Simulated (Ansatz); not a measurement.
CsI, one cell by several methods

```
Cs I
1.0
     4.56670    0.00000    0.00000
     0.00000    4.56670    0.00000
     0.00000    0.00000    4.56670
Cs I
1 1
Direct
  0.00000 0.00000 0.00000
  0.50000 0.50000 0.50000
```

Atoms are numbered in the order listed.

Conventional cell: a = 4.567 Å, b = 4.567 Å, c = 4.567 Å, α = 90.00°, β = 90.00°, γ = 90.00°. Around Cs (atom 1) lie 8 I at 3.95 Å. Around I (atom 2) lie 8 Cs at 3.95 Å.

The cell is COD entry 9008790, as deposited and not checked against the literature; nothing was relaxed.

No spin–orbit coupling, which matters for the heavy atoms here.

Methods: DFT, LDA, PAW with Ansatz's default frozen-core files, scalar-relativistic (Ansatz 0.2.0); DFT, LDA, all-electron PAW with datasets made for the crystal, scalar-relativistic (Ansatz 0.2.0); DFT, LDA, all-electron LAPW, scalar-relativistic (Ansatz 0.2.0).

For PAW: a Γ-centred 7×7×7 k mesh, Fermi–Dirac smearing of 0.01 eV, cutoff 420 eV, no spin polarisation; the PAW files were made with PBE, and the program remakes their frozen cores for this functional. The crystal-made all-electron datasets (AE datasets) take a cutoff of 180 eV at this cell. LAPW targets a basis error of 0.25 meV/atom. The Ansatz runs share mesh, smearing and spin set-up. Plane-wave (PAW) pressures include the program's estimate of the Pulay term.

Stress and pressure are positive in compression.

Levels count from the top of the valence band.

```tsv
quantity	PAW	AE datasets	LAPW
pressure (GPa)	-1.41	-1.41	-1.41
band gap (eV)	3.530	3.530	3.530
highest filled level at Γ (eV)	-0.088	-0.088	-0.088
lowest empty level at Γ (eV)	3.530	3.530	3.530
highest filled level at M (eV)	0.000	0.000	0.000
lowest empty level at M (eV)	4.006	4.006	4.006
```

PAW's pressure differs from the LAPW value by about 0.01 GPa or less.
